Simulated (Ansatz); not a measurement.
MgS (Niningerite):

```
S Mg
1.0
     0.00000    2.60165    2.60165
     2.60165    0.00000    2.60165
     2.60165    2.60165    0.00000
S Mg
1 1
Direct
  0.50000 0.50000 0.50000
  0.00000 0.00000 0.00000
```

Base run:

- Program: Ansatz 0.2.0
- Functional: RPBE
- Dispersion: D3(BJ)
- Potentials or basis: all-electron LAPW, scalar-relativistic
- Cutoff: 183 eV (chosen from the basis error)
- Basis error allowed: 0.001 eV/atom
- k mesh: 9 × 9 × 9
- Occupations: gaussian, width 0.1 eV
- Spin: no spin polarisation

Its results: band gap on the k mesh 3.07 eV, indirect (least direct gap 3.88 eV); pressure -13.3 GPa.

Question: The run is repeated on the same cell with these changes: functional from RPBE to PBEsol. What comes out?

Answer: Band gap on the k mesh 2.83 eV, indirect (least direct gap 3.59 eV); pressure -3.8 GPa.

Caveats: the mesh misses the band edges, which the band path finds closer together.
